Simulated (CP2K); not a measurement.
Wanted: the native input for a CP2K 2026.2 run.

- Task: band structure
- Functional: r2SCAN
- Potentials or basis: POTENTIAL_UZH Sn GTH-SCAN-q4; TZVP-MOLOPT-SCAN-GTH basis
- Density cutoff: 9184 eV
- k mesh: 7 × 7 × 7
- Occupations: fermi-dirac, width 0.05 eV
- Spin: no spin polarisation
- SCF solver: diagonalisation with k points
- Quickstep method: GPW
- EPS_DEFAULT: 1.0E-10
- EPS_SCF: 1.0E-6
- MAX_SCF: 100
- SCF_GUESS: ATOMIC
- k points reduced by the point group: yes
- Mesh centred on Gamma: yes
- CHOLESKY: OFF
- EPS_EIGVAL: 1.0E-7
- MIXING METHOD: BROYDEN_MIXING
- MIXING ALPHA: 0.4
- NBUFFER: 8
- NGRIDS: 5
- Basis sets: Sn TZVP-MOLOPT-SCAN-GTH-q4
- Potentials: Sn GTH-SCAN-q4 of POTENTIAL_UZH
- ADDED_MOS: [10]
- Points a segment of the path (NPOINTS): 8
- Bands added on the path: 2
- REL_CUTOFF (Ry): 60 Ry
- MIXING BETA (1/bohr): 1.5 1/bohr
- CUTOFF of the grids: 675 Ry

The system is Sn.

```xyz
2
Lattice="4.5726 0.0000 0.0000 2.2863 3.9600 0.0000 2.2863 1.3200 3.7335" Properties=species:S:1:pos:R:3 pbc="T T T"
Sn    6.8590    3.9600    2.8002
Sn    4.5726    2.6400    1.8668
```

This isn't the form of Sn at room conditions, which is tetragonal (white tin).

The input as run:

sn_bands.inp

```
&GLOBAL
  PROJECT sn_bands
  RUN_TYPE ENERGY_FORCE
  PRINT_LEVEL LOW
&END GLOBAL
&FORCE_EVAL
  METHOD QS
  STRESS_TENSOR ANALYTICAL
  &DFT
    BASIS_SET_FILE_NAME BASIS_MOLOPT_UZH
    POTENTIAL_FILE_NAME POTENTIAL_UZH
    &MGRID
      CUTOFF 675
      REL_CUTOFF 60
      NGRIDS 5
    &END MGRID
    &QS
      METHOD GPW
      EPS_DEFAULT 1.0E-10
    &END QS
    &KPOINTS
      SCHEME MONKHORST-PACK 7 7 7
      GAMMA_CENTERED T
      SYMMETRY T
      SYMMETRY_BACKEND SPGLIB
    &END KPOINTS
    &SCF
      SCF_GUESS ATOMIC
      EPS_SCF 1.0E-6
      MAX_SCF 100
      ADDED_MOS 10
      CHOLESKY OFF
      EPS_EIGVAL 1.0E-7
      &DIAGONALIZATION ON
        ALGORITHM STANDARD
      &END DIAGONALIZATION
      &MIXING ON
        METHOD BROYDEN_MIXING
        ALPHA 0.4
        BETA 1.5
        NBUFFER 8
      &END MIXING
      &SMEAR ON
        METHOD FERMI_DIRAC
        ELECTRONIC_TEMPERATURE 580.23
      &END SMEAR
    &END SCF
    &XC
      &XC_FUNCTIONAL
        &MGGA_X_R2SCAN
        &END MGGA_X_R2SCAN
        &MGGA_C_R2SCAN
        &END MGGA_C_R2SCAN
      &END XC_FUNCTIONAL
    &END XC
    &PRINT
      &KPOINTS ON
      &END KPOINTS
      &MULLIKEN ON
      &END MULLIKEN
      &MO ON
        ENERGIES T
        OCCUPATION_NUMBERS T
        &EACH
          QS_SCF 0
        &END EACH
        ADD_LAST NUMERIC
      &END MO
      &LOWDIN ON
      &END LOWDIN
      &HIRSHFELD ON
        SHAPE_FUNCTION DENSITY
      &END HIRSHFELD
      &BAND_STRUCTURE
        FILE_NAME bands.bs
        ADDED_MOS 2
        &KPOINT_SET
          UNITS B_VECTOR
          NPOINTS 8
          SPECIAL_POINT GAMMA 0.00000000 0.00000000 0.00000000
          SPECIAL_POINT X 0.50000000 0.00000000 0.50000000
          SPECIAL_POINT W 0.50000000 0.25000000 0.75000000
          SPECIAL_POINT K 0.37500000 0.37500000 0.75000000
          SPECIAL_POINT GAMMA 0.00000000 0.00000000 0.00000000
          SPECIAL_POINT L 0.50000000 0.50000000 0.50000000
          SPECIAL_POINT U 0.62500000 0.25000000 0.62500000
          SPECIAL_POINT W 0.50000000 0.25000000 0.75000000
          SPECIAL_POINT L 0.50000000 0.50000000 0.50000000
          SPECIAL_POINT K 0.37500000 0.37500000 0.75000000
        &END KPOINT_SET
        &KPOINT_SET
          UNITS B_VECTOR
          NPOINTS 8
          SPECIAL_POINT U 0.62500000 0.25000000 0.62500000
          SPECIAL_POINT X 0.50000000 0.00000000 0.50000000
        &END KPOINT_SET
      &END BAND_STRUCTURE
    &END PRINT
  &END DFT
  &SUBSYS
    &CELL
      A 4.5726372396 0.0000000000 0.0000000000
      B 2.2863186198 3.9600200118 0.0000000000
      C 2.2863186198 1.3200066706 3.7335426719
      PERIODIC XYZ
    &END CELL
    &COORD
      SCALED
      Sn  0.7500000000 0.7500000000 0.7500000000
      Sn  0.5000000000 0.5000000000 0.5000000000
    &END COORD
    &KIND Sn
      BASIS_SET TZVP-MOLOPT-SCAN-GTH-q4
      POTENTIAL GTH-SCAN-q4
    &END KIND
    &PRINT
      &ATOMIC_COORDINATES ON
      &END ATOMIC_COORDINATES
      &CELL ON
      &END CELL
    &END PRINT
  &END SUBSYS
  &PRINT
    &FORCES ON
    &END FORCES
    &STRESS_TENSOR ON
    &END STRESS_TENSOR
  &END PRINT
&END FORCE_EVAL
```

Potentials or basis: POTENTIAL_UZH Sn GTH-SCAN-q4; TZVP-MOLOPT-SCAN-GTH basis.

Command:

```sh
$ OMP_NUM_THREADS=2 cp2k.psmp -i sn_bands.inp -o sn_bands.out
```

Results of the run:

```yaml
Pressure: -0.8 GPa
Band_gap_on_the_k_mesh: none (metal or under the smearing width)
```

Caveat: spin-orbit coupling is left out, which moves the levels of the heavy elements; the basis of atomic orbitals isn't converged, which shifts pressures, moduli and gaps.

Run time: 23 s on 2 threads of Arm Neoverse V1, with other jobs on the host, peak memory 0.42 GiB.
